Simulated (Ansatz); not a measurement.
# TiCo: elastic constants with LDA

Crystal: TiCo.

```
Co Ti
1.0
     2.98611    0.00000    0.00000
     0.00000    2.98611    0.00000
     0.00000    0.00000    2.98611
Co Ti
1 1
Direct
  0.50000 0.50000 0.50000
  0.00000 0.00000 0.00000
```

The cell comes from a database or a generator and needn't be the stable form of this composition.

```
Program             : Ansatz 0.2.0
Task                : elastic constants
Functional          : LDA
Potentials or basis : Ansatz PAW
Cutoff              : 420 eV (not typed: the program's choice for these potentials)
k mesh              : 7 × 7 × 7
Occupations         : fermi-dirac, width 0.05 eV
Spin                : collinear spin, ferromagnetic start
Starting moments    : [2.0, 1.0] μB
Atoms under strain  : clamped
```

```yaml
Pressure: -14.1 GPa
Band_gap_on_the_k_mesh: none (metal or under the smearing width)
Net_moment: 0.69 μB per cell
Absolute_moment: 0.78 μB per cell
Site_moments: Co +0.72; Ti -0.00 μB
Clamped-ion_elastic_constants_C11_C12_C44: 233, 97, 45 GPa
Voigt_bulk_modulus: 142 GPa
```

Levels at points of the mesh, in eV from the Fermi level:
Spin up:
```csv
k point,band 11,band 12,band 13,band 14,band 15,band 16,band 17,band 18
"(0.00, 0.00, 0.00)",-4.01,-1.72,-1.72,-1.72,0.58,0.58,2.70,2.70
```
Spin down:
| k point | band 12 | band 13 | band 14 | band 15 | band 16 | band 17 |
| --- | --- | --- | --- | --- | --- | --- |
| (0.00, 0.00, 0.00) | -1.25 | -1.25 | -1.25 | 0.94 | 0.94 | 2.79 |

Elastic tensor in Voigt notation (GPa, ions clamped, in the Cartesian axes of the cell as first typed):
```
233  97  97   0   0   0
 97 233  97   0   0   0
 97  97 233   0   0   0
  0   0   0  45   0   0
  0   0   0   0  45   0
  0   0   0   0   0  45
```

Run time: 6.7 s on 2 threads of Intel(R) Xeon(R) Platinum 8488C (Sapphire Rapids), on a shared host, peak memory 0.44 GiB.

Caveat: the cell is more than 3 GPa from zero pressure, which shifts response properties; elastic constants of metals need much finer meshes, so these are rough; the PAW data sets come from PBE, with cores solved anew for the run's functional, which leaves a small shift of forces and pressure.
